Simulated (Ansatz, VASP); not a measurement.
One calculation of Fe, two programs

```
Fe
1.0
     2.50518    0.00000    0.00000
     0.00000    2.50518    0.00000
     0.00000    0.00000    2.50518
Fe
1
Direct
  0.00000 0.00000 0.00000
```

Alike in both runs: task single point; functional r2SCAN; k mesh 15 × 15 × 15; occupations fermi-dirac, width 0.05 eV; collinear spin.

```csv
,VASP,Ansatz
version,VASP 6.6.1,Ansatz 0.2.0
potentials or method,"VASP PAW PBE potentials, release 64 (Fe)","plane waves (500 eV) with PAW, scalar-relativistic"
plane-wave cutoff (eV),520,500
valence electrons in the cell,8,16
```

```tsv
	VASP	Ansatz	Ansatz less VASP
pressure (GPa)	-10.3	-10.1	+0.22
net moment per atom (μB)	2.99	3.00	+0.009
size of the moment on the site where the two differ most (μB)	3.02	3.04	+0.017
```

Site moments also hang on the region over which each program counts them. The two sets of potentials don't hold the same shells in valence. Ansatz warned: «stability_check_not_made».

Caveats: the PAW data sets were made with another functional, which shifts forces and pressure a little (VASP).
